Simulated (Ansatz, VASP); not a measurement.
Two plane-wave programs on AlN

```
CELL_PARAMETERS angstrom
0.03853 2.20159 2.20159
2.20159 0.03853 2.20159
2.24011 2.24011 0.00000
ATOMIC_POSITIONS crystal
Al 0.00000 0.00000 0.00000
N 0.75000 0.75000 0.75000
```

Change from the starting cell: strain +0.0350 x Voigt [0, 0, 0, 0, 0, 1], atoms carried along.

Alike in both runs: task single point; functional PBE; k mesh 10 × 10 × 10; occupations gaussian, width 0.05 eV; no spin polarisation.

|  | VASP | Ansatz |
| --- | --- | --- |
| version | VASP 6.6.1 | Ansatz 0.2.0 |
| potentials or method | VASP PAW PBE potentials, release 64 (Al, N) | scalar-relativistic, plane waves, PAW |
| plane-wave cutoff (eV) | 520 | 420 |
| valence electrons in the cell | 8 | 8 |

Ansatz gave:

* gap on the k mesh at the Fermi level (eV): 3.19
* least direct gap on the mesh (eV): 3.86
* pressure (GPa): 0.3
* largest component of the traceless stress (GPa): 7.46
* rms of the force components (eV/Å): 0.162

Q: What did VASP give for the same quantities?

A: gap on the k mesh at the Fermi level (eV): 3.19; least direct gap on the mesh (eV): 3.87; pressure (GPa): 0.0; largest component of the traceless stress (GPa): 7.52; rms of the force components (eV/Å): 0.163.

Atom by atom the forces differ by 0.001 eV/Å (rms over components).

A k mesh can miss the band edges.
